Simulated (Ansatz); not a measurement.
# A series in smearing width on In

Results calculated with Ansatz 0.2.0, not measured. Plane-wave density functional theory, scalar-relativistic PAW datasets made under PBE, Gamma-centred meshes; one setting moves on a fixed relaxed cell, energies count from the zero-width extrapolation of the reference run, pressure is Pulay-corrected at fixed cutoff and positive in compression.

Structure of every row (space group C2/m, No. 12):
```
In
1.0
     -1.6482     1.6973     2.5250
      1.6973    -1.6482     2.5250
      1.6044     1.6044    -2.4927
In
1
Direct
  0.00000 0.00000 0.00000
```

Settings of every row: spin polarised no; functional PBE; wave cutoff 420 eV; k mesh 11x11x14; smearing method gaussian; reference k mesh 11x11x14; reference smearing width 0.1 eV; reference wave cutoff 420 eV; reference smearing method fermi_dirac; swept setting smearing; valence electrons per atom 13.

Atom starting moment: 0 on all atoms.

Limits: settings are moved on purpose, so some rows are far from converged; the cell comes from a prototype or a list of computed structures and needn't be the stable phase.

| row | smearing width (eV) | free energy error per atom (meV) | zero smearing energy error per atom (meV) | pressure (GPa) |
| --- | --- | --- | --- | --- |
| 1 | 0.01 | ? | ? | ? |
| 2 | 0.03 | -0.31 | -0.2 | 0 |
| 3 | 0.1 | -1.3 | -0.18 | 0 |
| 4 | 0.2 | -4.82 | -0.02 | 0.02 |
| 5 | 0.3 | -10.88 | 0.07 | 0.05 |

Question: what free energy error per atom should row 1 give?

Worked fit of free energy error per atom. Smearing changes a smooth quantity, to lowest order, with the square of the width, so take w² in eV². The shown rows have w² = 0.0009, 0.01, 0.04, 0.09. Their means are 0.035225 and -4.328 meV; the sums about the means are S_tt = 0.004838 and S_ty = -0.5755, whose ratio is the slope. Least squares give free energy error per atom = −0.137 − 118.97 × w² meV. The rows lie off it by -0.07, 0.03, 0.08, -0.04 (root mean square 0.059 meV). The constant, -0.137 meV, estimates the value at zero width. The withheld row has w² = 0.0001, so the fit gives −0.137 − 118.97 × (0.0001) = -0.15 meV.

The calculation gave -0.21 meV. The fit lies 0.06 meV (29 % of the value, 0.56 % of the column's range) above it; its largest miss of a shown row is 0.08 meV. This row lies beyond the range of the fit.

The other values of row 1: zero smearing energy error per atom -0.19 meV; pressure -0.01 GPa.
